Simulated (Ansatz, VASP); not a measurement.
## One calculation of Al2Cu, two programs

```
Al Cu
1.0
     3.98884    0.00000    0.00000
     0.00000    3.98884    0.00000
     0.00000    0.00000    2.97880
Al Cu
2 1
Cartesian
  2.0143 0.0000 1.4894
  -0.2898 1.9944 1.4894
  0.1146 0.0000 0.0000
```

Change from the starting cell: mode 4 frozen in at -0.297 Å, strain +e along z and -e/2 along x and y +0.0467.

Alike in both runs: task single point; functional PBEsol; k mesh 10 × 10 × 14; occupations gaussian, width 0.15 eV; no spin polarisation.

|  | VASP | Ansatz |
| --- | --- | --- |
| version | VASP 6.6.1 | Ansatz 0.2.0 |
| potentials or method | VASP PAW PBE potentials, release 64 (Al, Cu) | scalar-relativistic, plane waves, PAW |
| plane-wave cutoff (eV) | 520 | 520 |
| valence electrons in the cell | 17 | 25 |

```tsv
	VASP	Ansatz	Ansatz less VASP
gap on the k mesh at the Fermi level (eV)	none	none	-
pressure (GPa)	1.9	2.0	+0.06
largest component of the traceless stress (GPa)	6.37	6.40	+0.024
rms of the force components (eV/Å)	0.409	0.411	+0.0026
```

Atom by atom the forces differ by 0.003 eV/Å (rms over components). A gap of «none» marks a metal or a gap that the smearing closes. With one functional, cell and mesh, what is left measures potentials, basis and numerics. The two sets of potentials don't hold the same shells in valence. Ansatz warned: «pseudo_functional_mismatch».

Caveats: the PAW data sets were made with another functional, which shifts forces and pressure a little (VASP).
